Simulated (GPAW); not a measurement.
# GaAs (F-43m) in GPAW: a series of runs

The runs below take GaAs through band structure, equation of state, with r4SCAN, vdW-DF, revPBE+D3(BJ).

Program: GPAW 26.7.0. These are calculated values, not measurements. Logs are shortened: lines on timing, memory, paths and dates and some standing lists are left out, and cuts for length are marked. The log counts tension as positive stress, the text compression.

**Experimental background.**

From “Evidence of valence band perturbations in GaAsN/GaAs(001): A combined variable-angle spectroscopic ellipsometry and modulated photoreflectance investigation”, 2008, arxiv:0805.2212, for a bulk crystal of GaAs at 300 K: band gap 1.412 ± 0.01 eV (direct); band gap 1.418 ± 0.005 eV (direct).

How close the calculation comes is told below.

## 1. The structure

Symmetry: F-43m, No. 216, cubic system. Conventional cell: a = 5.654 Å, b = 5.654 Å, c = 5.654 Å, α = 90.00°, β = 90.00°, γ = 90.00°. As (site symmetry -43m) is surrounded by 4 Ga at 2.45 Å. Around Ga (site symmetry -43m) lie 4 As at 2.45 Å.

## 2. Band structure, r4SCAN, spin-orbit coupling, no magnetisation

File run.py:

```python
import numpy as np
import spglib
from ase import Atoms
from ase.dft.bandgap import bandgap
from ase.io import read, write
from ase.units import GPa
from gpaw import GPAW, PW
from gpaw.spinorbit import soc_eigenstates

atoms = read('GaAs.cif')
cell, positions, numbers = spglib.find_primitive(
    (atoms.cell[:], atoms.get_scaled_positions(), atoms.numbers), symprec=1e-4)
atoms = Atoms(numbers, cell=cell, scaled_positions=positions, pbc=True)

calc = GPAW(mode=PW(600),
            xc='MGGA_X_R4SCAN+MGGA_C_R2SCAN',
            kpts={'size': (8, 8, 8), 'gamma': True},
            occupations={'name': 'fermi-dirac', 'width': 0.05},
            nbands=11,
            convergence={'density': 1e-05, 'energy': 1e-05},
            maxiter=150,
            txt='gpaw.txt')
atoms.calc = calc
energy = atoms.get_potential_energy()
forces = atoms.get_forces()
stress = atoms.get_stress()
calc.write('gs.gpw')
write('result.traj', atoms)
print(f'Energy: {energy:.6f} eV')
print('Forces (eV/A):')
print(forces.round(4))
print('Stress (GPa):', (stress / GPa).round(3))
print('Fermi level:', round(calc.get_fermi_level(), 4), 'eV')
print(f'Gap: {bandgap(calc)[0]:.4f} eV, direct: {bandgap(calc, direct=True)[0]:.4f} eV')

path = atoms.cell.bandpath('GXWKGLUWLK,UX', npoints=60, eps=1e-4)
bs_calc = calc.fixed_density(kpts=path, symmetry='off', nbands=21,
                             convergence={'bands': 'CBM+6.0', 'eigenstates': 1e-6}, txt='bands.txt')
bs = bs_calc.band_structure()
bs.write('bs.json')
print(f'Gap on the path: {bandgap(bs_calc)[0]:.4f} eV')

soc = soc_eigenstates(bs_calc, theta=0, phi=0, ignore_xc_potential=True)
np.savetxt('soc_bands.dat', soc.eigenvalues(), fmt='%.4f')
mesh = soc_eigenstates('gs.gpw', theta=0, phi=0, ignore_xc_potential=True)
np.savetxt('soc_mesh.dat', mesh.eigenvalues(), fmt='%.4f')
print('Fermi level with spin-orbit coupling:', round(mesh.fermi_level, 4), 'eV')
```

File GaAs.cif:

```cif
data_GaAs
_cell_length_a 5.65370000
_cell_length_b 5.65370000
_cell_length_c 5.65370000
_cell_angle_alpha 90.00000000
_cell_angle_beta 90.00000000
_cell_angle_gamma 90.00000000
_space_group_name_H-M_alt 'F-43m'
_space_group_name_Hall 'F -4 2 3'
_space_group_IT_number 216
loop_
_space_group_symop_operation_xyz
'x,y,z'
'y,-x,-z'
'-x,-y,z'
'-y,x,-z'
'x,-y,-z'
'y,x,z'
'-x,y,-z'
'-y,-x,z'
'z,x,y'
'-z,y,-x'
'z,-x,-y'
'-z,-y,x'
'-z,x,-y'
'z,y,x'
'-z,-x,y'
'z,-y,-x'
'y,z,x'
'-x,-z,y'
'-y,z,-x'
'x,-z,-y'
'-y,-z,x'
'x,z,y'
'y,-z,-x'
'-x,z,-y'
'x,y+1/2,z+1/2'
'y,-x+1/2,-z+1/2'
'-x,-y+1/2,z+1/2'
'-y,x+1/2,-z+1/2'
'x,-y+1/2,-z+1/2'
'y,x+1/2,z+1/2'
'-x,y+1/2,-z+1/2'
'-y,-x+1/2,z+1/2'
'z,x+1/2,y+1/2'
'-z,y+1/2,-x+1/2'
'z,-x+1/2,-y+1/2'
'-z,-y+1/2,x+1/2'
'-z,x+1/2,-y+1/2'
'z,y+1/2,x+1/2'
'-z,-x+1/2,y+1/2'
'z,-y+1/2,-x+1/2'
'y,z+1/2,x+1/2'
'-x,-z+1/2,y+1/2'
'-y,z+1/2,-x+1/2'
'x,-z+1/2,-y+1/2'
'-y,-z+1/2,x+1/2'
'x,z+1/2,y+1/2'
'y,-z+1/2,-x+1/2'
'-x,z+1/2,-y+1/2'
'x+1/2,y,z+1/2'
'y+1/2,-x,-z+1/2'
'-x+1/2,-y,z+1/2'
'-y+1/2,x,-z+1/2'
'x+1/2,-y,-z+1/2'
'y+1/2,x,z+1/2'
'-x+1/2,y,-z+1/2'
'-y+1/2,-x,z+1/2'
'z+1/2,x,y+1/2'
'-z+1/2,y,-x+1/2'
'z+1/2,-x,-y+1/2'
'-z+1/2,-y,x+1/2'
'-z+1/2,x,-y+1/2'
'z+1/2,y,x+1/2'
'-z+1/2,-x,y+1/2'
'z+1/2,-y,-x+1/2'
'y+1/2,z,x+1/2'
'-x+1/2,-z,y+1/2'
'-y+1/2,z,-x+1/2'
'x+1/2,-z,-y+1/2'
'-y+1/2,-z,x+1/2'
'x+1/2,z,y+1/2'
'y+1/2,-z,-x+1/2'
'-x+1/2,z,-y+1/2'
'x+1/2,y+1/2,z'
'y+1/2,-x+1/2,-z'
'-x+1/2,-y+1/2,z'
'-y+1/2,x+1/2,-z'
'x+1/2,-y+1/2,-z'
'y+1/2,x+1/2,z'
'-x+1/2,y+1/2,-z'
'-y+1/2,-x+1/2,z'
'z+1/2,x+1/2,y'
'-z+1/2,y+1/2,-x'
'z+1/2,-x+1/2,-y'
'-z+1/2,-y+1/2,x'
'-z+1/2,x+1/2,-y'
'z+1/2,y+1/2,x'
'-z+1/2,-x+1/2,y'
'z+1/2,-y+1/2,-x'
'y+1/2,z+1/2,x'
'-x+1/2,-z+1/2,y'
'-y+1/2,z+1/2,-x'
'x+1/2,-z+1/2,-y'
'-y+1/2,-z+1/2,x'
'x+1/2,z+1/2,y'
'y+1/2,-z+1/2,-x'
'-x+1/2,z+1/2,-y'
loop_
_atom_site_label
_atom_site_type_symbol
_atom_site_symmetry_multiplicity
_atom_site_Wyckoff_symbol
_atom_site_fract_x
_atom_site_fract_y
_atom_site_fract_z
_atom_site_occupancy
As1 As 4 c 0.2500000000 0.2500000000 0.2500000000 1
Ga1 Ga 4 a 0.0000000000 0.0000000000 0.0000000000 1
```

Potentials or basis: GPAW PAW data sets (gpaw-data 1.2.1), pw.

Launch:

```
$ OMP_NUM_THREADS=1 python run.py
```

gpaw.txt:

```text
__  _  _
 | _ |_)|_||  |
 |__||  | ||/\| - 26.7.0

Input parameters:
  mode=PW(ecut=600.0),
  convergence={'density': 1e-05, 'energy': 1e-05},
  kpts=MonkhorstPack(size=(8, 8, 8), gamma=True),
  maxiter=150,
  nbands=11,
  occupations=Occupations(name='fermi-dirac', width=0.05),
  xc=XC(name='MGGA_X_R4SCAN+MGGA_C_R2SCAN')

Diagonalizing LCAO Hamiltonian
Converting LCAO to pw mode

           As

       Ga

Atoms  # Å, Bohr magnetons
|   | symbol |        x |        y |        z |    initial magnetic moments |
|---|--------|----------|----------|----------|-----------------------------|
| 0 |     As | 1.413425 | 1.413425 | 1.413425 | ( 0.0000,  0.0000,  0.0000) |
| 1 |     Ga | 0.000000 | 0.000000 | 0.000000 | ( 0.0000,  0.0000,  0.0000) |

Unit cell  # Å
| periodic |        x |        y |        z |  lengths |    angles |
|----------|----------|----------|----------|----------|-----------|
|      yes | 0.000000 | 2.826850 | 2.826850 | 3.997770 | 60.000000 |
|      yes | 2.826850 | 0.000000 | 2.826850 | 3.997770 | 60.000000 |
|      yes | 2.826850 | 2.826850 | 0.000000 | 3.997770 | 60.000000 |

Number of symmetries: 24
Symmetry operations  # r_c * U_cc + t_c -> r_c
|    | kind |            matrix            |
|----|------|------------------------------|
|  0 |  E   |  1, 0, 0,  0, 1, 0,  0, 0, 1 |
|  1 |  σ   |  1, 0, 0,  0, 0, 1,  0, 1, 0 |
|  2 |  σ   |  1, 0,-1,  0, 1,-1,  0, 0,-1 |
|  3 |  C3  |  1, 0,-1,  0, 0,-1,  0, 1,-1 |
|  4 |  C3  |  1,-1, 0,  0,-1, 1,  0,-1, 0 |
|  5 |  σ   |  1,-1, 0,  0,-1, 0,  0,-1, 1 |
|  6 |  σ   |  0, 1, 0,  1, 0, 0,  0, 0, 1 |
|  7 |  C3  |  0, 1, 0,  0, 0, 1,  1, 0, 0 |
|  8 |  C2  |  0, 1,-1,  1, 0,-1,  0, 0,-1 |
|  9 |  S4  |  0, 1,-1,  0, 0,-1,  1, 0,-1 |
| 10 |  C3  |  0, 0, 1,  1, 0, 0,  0, 1, 0 |
| 11 |  σ   |  0, 0, 1,  0, 1, 0,  1, 0, 0 |
| 12 |  S4  |  0, 0,-1,  1, 0,-1,  0, 1,-1 |
| 13 |  C3  |  0, 0,-1,  0, 1,-1,  1, 0,-1 |
| 14 |  S4  |  0,-1, 1,  1,-1, 0,  0,-1, 0 |
| 15 |  C2  |  0,-1, 1,  0,-1, 0,  1,-1, 0 |
| 16 |  C3  |  0,-1, 0,  1,-1, 0,  0,-1, 1 |
| 17 |  S4  |  0,-1, 0,  0,-1, 1,  1,-1, 0 |
| 18 |  S4  | -1, 1, 0, -1, 0, 1, -1, 0, 0 |
| 19 |  C3  | -1, 1, 0, -1, 0, 0, -1, 0, 1 |
| 20 |  C3  | -1, 0, 1, -1, 1, 0, -1, 0, 0 |
| 21 |  S4  | -1, 0, 1, -1, 0, 0, -1, 1, 0 |
| 22 |  σ   | -1, 0, 0, -1, 1, 0, -1, 0, 1 |
| 23 |  C2  | -1, 0, 0, -1, 0, 1, -1, 1, 0 |

BZ-sampling:
  Number of BZ points: 512
  Number of IBZ points: 29

  Monkhorst-Pack size: [8, 8, 8]
  Monkhorst-Pack shift: [0.0625, 0.0625, 0.0625]

K-points  # in reciprocal-cell coordinates
|     |                                coordinates |     weight |
|-----|--------------------------------------------|------------|
|   0 | (  0.00000000,   0.00000000,   0.00000000) | 0.00195312 |
|   1 | (  0.12500000,   0.12500000,   0.00000000) | 0.01171875 |
|   2 | (  0.12500000,   0.12500000,   0.12500000) | 0.01562500 |
|   3 | (  0.25000000,   0.12500000,   0.12500000) | 0.02343750 |
|   4 | (  0.25000000,   0.25000000,   0.00000000) | 0.01171875 |
|   5 | (  0.25000000,   0.25000000,   0.12500000) | 0.04687500 |
|   6 | (  0.25000000,   0.25000000,   0.25000000) | 0.01562500 |
|   7 | (  0.37500000,   0.25000000,  -0.37500000) | 0.04687500 |
|   8 | (  0.37500000,   0.25000000,   0.12500000) | 0.04687500 |
|   9 | (  0.37500000,   0.25000000,   0.25000000) | 0.04687500 |
| ... |                                            |            |
|  28 | (  0.50000000,   0.50000000,   0.50000000) | 0.00781250 |

Plane wave coefficients: 1540
Cutoff: 600.0 eV

Spin-components: 1 (collinear spins)
Bands:           11
Projectors:      10
Spin-degeneracy: 2
Datatype:        complex128

Parallelization:
  kpt:    1
  domain: 1
  band:   1

Density:
  Valence electrons: 8.0
  Components: 1
  Grid points: [24 24 24]
  Charge: 0.0  # |e|

Potential:
  Grid points: [24 24 24]

species:
  As:
    name:    Arsenic
    Z:       33.0
    valence: 5
    core:    28
    charge:  0.0  # [|e|]
    compensation charges:
      type: gauss
      rc: 0.33  # [Å]
      lmax: 2
    cutoffs:
      filter: 1.87  # [Å]
      core: 2.96  # [Å]
    projectors
    | kind |    occ | energy [eV] | rcut [Å] |
    |------|--------|-------------|----------|
    |   4s |  2.000 |     -14.487 |    1.058 |
    |   4p |  3.000 |      -5.196 |    1.058 |
    |    s |        |      12.725 |    1.058 |
    |    p |        |      22.016 |    1.058 |
    |    d |        |       0.000 |    1.058 |

    Using partial waves for As as LCAO basis

  Ga:
    name:    Gallium
    Z:       31.0
    valence: 3
    core:    28
    charge:  0.0  # [|e|]
    compensation charges:
      type: gauss
      rc: 0.37  # [Å]
      lmax: 2
    cutoffs:
      filter: 2.06  # [Å]
      core: 4.17  # [Å]
    projectors
    | kind |    occ | energy [eV] | rcut [Å] |
    |------|--------|-------------|----------|
    |   4s |  2.000 |      -8.945 |    1.164 |
    |   4p |  1.000 |      -2.580 |    1.164 |
    |    s |        |      18.266 |    1.164 |
    |    p |        |      24.631 |    1.164 |
    |    d |        |       0.000 |    1.164 |

    Using partial waves for Ga as LCAO basis

Reference energy: -114387.645129  # eV

eigensolver:
  PPCG
  Converge bands: occupied
  niter=2

density mixing:
  MSR1-Mixer
  Pratt-step length: 0.05
  Maximum mixing coefficient: 0.75
  Old densities: 10
  SVD Regularization: 0.005
  Good broyden scale: 1.0
  Trust region scale: 1.0
  Backstep threshold: 4.0
  History deletion threshold: 6.0
  Fourier metric: weight=20.0, sigma=0.015

occupation numbers:
  Fermi-Dirac:
    width: 0.0500  # eV

poisson solver:
  ecut: 4800.0  # eV

xc functional:
  name: MGGA_X_R4SCAN+MGGA_C_R2SCAN with 2 nearest neighbor stencil

convergence criteria:
[... 6 lines left out ...]
|iter     | |      energy | eigst |  dens |
|---------|-|-------------|-------|-------|
|iter:   1| |  -30.144950 | -0.53 |       |
|iter:   2| |  -29.355422 | -1.54 | -0.91 |
|iter:   3| |  -29.435262 | -1.70 | -0.93 |
|iter:   4| |  -29.390407 | -2.24 | -1.32 |
|iter:   5| |  -29.384465 | -2.39 | -1.51 |
|iter:   6| |  -29.387607 | -3.62 | -2.22 |
|iter:   7| |  -29.388234 | -4.19 | -2.66 |
|iter:   8| |  -29.388307 | -5.16 | -3.05 |
|iter:   9| |  -29.388308c| -6.38 | -3.70 |
|iter:  10| |  -29.388308c| -7.82c| -4.18 |
|iter:  11| |  -29.388308c| -8.68c| -4.79 |
|iter:  12| |  -29.388308c| -7.44c| -5.23c|

Converged in 12 steps
Energy contributions relative to reference atoms: (reference = -114387.645129)

Energy contributions:
  Kinetic:          27.433538
  Coulomb:         -24.042434
  Zero:             -0.079810
  External:          0.000000
  Xc:              -32.699602
  Entropy:          -0.000001
  Spinorbit:         0.000000
  ----------------------------
  Free energy:     -29.388308
  Extrapolated:    -29.388308

dipole moment: (-17.839690, -17.839690, -17.839690)  # |e|*Ang

Fermi level: 5.106
Eigenvalues  # (at kpt = [0.000, 0.000, 0.000])
| band index |      eig [eV] | occ [0-2] |
|------------|---------------|-----------|
|          0 |        -8.540 |     2.000 |
|          1 |         4.630 |     2.000 |
|          2 |         4.630 |     2.000 |
|          3 |         4.630 |     2.000 |
|          4 |         5.525 |     0.000 |
|          5 |         8.649 |     0.000 |
|          6 |         8.649 |     0.000 |
|          7 |         8.649 |     0.000 |
|          8 |        12.822 |     0.000 |
|          9 |        15.131 |     0.000 |
|         10 |        15.131 |     0.000 |

Gap: 0.895 eV
Transition (v -> c):
  (s=0, k=0, n=3, [0.00, 0.00, 0.00]) -> (s=0, k=0, n=4, [0.00, 0.00, 0.00])
No difference between direct/indirect transitions

Forces  # eV/Ang
|       x |        y |        z |
|---------|----------|----------|
| 0.00000 | -0.00000 |  0.00000 |  # As   0
| 0.00000 | -0.00000 | -0.00000 |  # Ga   1

Stress tensor  # eV/Ang^3
|         x |         y |         z |
|-----------|-----------|-----------|
| -0.003485 |  0.000000 | -0.000000 |
|  0.000000 | -0.003485 | -0.000000 |
| -0.000000 | -0.000000 | -0.003485 |

# Writing to gs.gpw (mode='')
```

Wall time 84 s (1 thread of Arm Neoverse V1, shared host); peak memory 0.32 GiB.

Results:

```
Free energy             : -29.3883 eV
Pressure                : 0.6 GPa
Band gap on the k mesh  : 0.78 eV, direct
Band gap along the path : 0.78 eV, direct
```

Levels at the corners of the path, in eV from the valence-band top:
```
point  band 5  band 6  band 7  band 8  band 9  band 10  band 11  band 12
    Γ    0.00    0.00    0.00    0.00    0.78     0.78     3.78     3.78
    X   -2.92   -2.92   -2.84   -2.84    1.59     1.59     1.80     1.80
    W   -3.84   -3.71   -3.56   -3.52    4.81     4.95     5.00     5.02
    K   -4.12   -4.06   -2.45   -2.45    2.12     2.12     4.87     4.93
    Γ    0.00    0.00    0.00    0.00    0.78     0.78     3.78     3.78
    L   -1.41   -1.41   -1.19   -1.19    1.18     1.18     4.81     4.81
    U   -4.12   -4.06   -2.45   -2.45    2.12     2.12     4.87     4.93
    W   -3.84   -3.71   -3.56   -3.52    4.81     4.95     5.00     5.02
    L   -1.41   -1.41   -1.19   -1.19    1.18     1.18     4.81     4.81
    K   -4.12   -4.06   -2.45   -2.45    2.12     2.12     4.87     4.93
    U   -4.12   -4.06   -2.45   -2.45    2.12     2.12     4.87     4.93
    X   -2.92   -2.92   -2.84   -2.84    1.59     1.59     1.80     1.80
```

Caveat: spin-orbit coupling was added after a scalar SCF, so levels and gaps hold it while energy, forces, pressure and moments don't; this program's spin-orbit splittings come out too wide for heavy elements; the PAW data sets were made with another functional, which shifts forces and pressure a little.

## 3. Band structure, vdW-DF, spin-orbit coupling, no magnetisation

File run.py:

```python
import numpy as np
from ase.dft.bandgap import bandgap
from ase.io import write
from ase.spacegroup import crystal
from gpaw import GPAW, PW
from gpaw.spinorbit import soc_eigenstates

# As 4c
# Ga 4a
atoms = crystal(['As', 'Ga'],
                basis=[[0.25, 0.25, 0.25],
                       [0.0, 0.0, 0.0]],
                spacegroup=216, setting=1,  # F-43m
                cellpar=[5.6537, 5.6537, 5.6537, 90.0, 90.0, 90.0],
                primitive_cell=True)

calc = GPAW(mode=PW(600),
            xc={'name': 'vdW-DF', 'backend': 'libvdwxc'},
            kpts={'size': (8, 8, 8), 'gamma': True},
            occupations={'name': 'fermi-dirac', 'width': 0.05},
            nbands=11,
            convergence={'density': 1e-05, 'energy': 1e-05},
            maxiter=150,
            txt='gpaw.txt')
atoms.calc = calc
energy = atoms.get_potential_energy()
forces = atoms.get_forces()
calc.write('gs.gpw')
write('result.traj', atoms)
print(f'Energy: {energy:.6f} eV')
print('Forces (eV/A):')
print(forces.round(4))
print('Fermi level:', round(calc.get_fermi_level(), 4), 'eV')
print(f'Gap: {bandgap(calc)[0]:.4f} eV, direct: {bandgap(calc, direct=True)[0]:.4f} eV')

path = atoms.cell.bandpath('GXWKGLUWLK,UX', npoints=100, eps=1e-4)
bs_calc = calc.fixed_density(kpts=path, symmetry='off', nbands=21,
                             convergence={'bands': 'CBM+6.0', 'eigenstates': 1e-6}, txt='bands.txt')
bs = bs_calc.band_structure()
bs.write('bs.json')
print(f'Gap on the path: {bandgap(bs_calc)[0]:.4f} eV')

soc = soc_eigenstates(bs_calc, theta=0, phi=0)
np.savetxt('soc_bands.dat', soc.eigenvalues(), fmt='%.4f')
mesh = soc_eigenstates('gs.gpw', theta=0, phi=0)
np.savetxt('soc_mesh.dat', mesh.eigenvalues(), fmt='%.4f')
print('Fermi level with spin-orbit coupling:', round(mesh.fermi_level, 4), 'eV')
```

Potentials or basis: GPAW PAW data sets (gpaw-data 1.2.1), pw.

Launch:

```
$ OMP_NUM_THREADS=1 python run.py
```

It took 33 s on 1 thread of Arm Neoverse V1, shared host; peak memory 0.3 GiB.

Results (log left out):

| Property | Result |
| --- | --- |
| Free energy | -77.7544 eV |
| Band gap on the k mesh | 0.52 eV, direct |
| Band gap along the path | 0.52 eV, direct |

Levels at the corners of the path, in eV from the valence-band top:
| point | band 5 | band 6 | band 7 | band 8 | band 9 | band 10 | band 11 | band 12 |
| --- | --- | --- | --- | --- | --- | --- | --- | --- |
| Γ | 0.00 | 0.00 | 0.00 | 0.00 | 0.52 | 0.52 | 3.57 | 3.58 |
| X | -2.79 | -2.79 | -2.70 | -2.70 | 1.51 | 1.51 | 1.67 | 1.67 |
| W | -3.67 | -3.54 | -3.40 | -3.36 | 4.45 | 4.64 | 4.74 | 4.77 |
| K | -3.94 | -3.87 | -2.34 | -2.33 | 1.98 | 1.99 | 4.60 | 4.66 |
| Γ | 0.00 | 0.00 | 0.00 | 0.00 | 0.52 | 0.52 | 3.57 | 3.58 |
| L | -1.35 | -1.35 | -1.13 | -1.13 | 1.00 | 1.00 | 4.57 | 4.57 |
| U | -3.94 | -3.87 | -2.34 | -2.33 | 1.98 | 1.99 | 4.60 | 4.66 |
| W | -3.67 | -3.54 | -3.40 | -3.36 | 4.45 | 4.64 | 4.74 | 4.77 |
| L | -1.35 | -1.35 | -1.13 | -1.13 | 1.00 | 1.00 | 4.57 | 4.57 |
| K | -3.94 | -3.87 | -2.34 | -2.33 | 1.98 | 1.99 | 4.60 | 4.66 |
| U | -3.94 | -3.87 | -2.34 | -2.33 | 1.98 | 1.99 | 4.60 | 4.66 |
| X | -2.79 | -2.79 | -2.70 | -2.70 | 1.51 | 1.51 | 1.67 | 1.67 |

Caveat: spin-orbit coupling was added after a scalar SCF, so levels and gaps hold it while energy, forces, pressure and moments don't; this program's spin-orbit splittings come out too wide for heavy elements; the PAW data sets were made with another functional, which shifts forces and pressure a little.

(Part 1 of 2 ends here.)
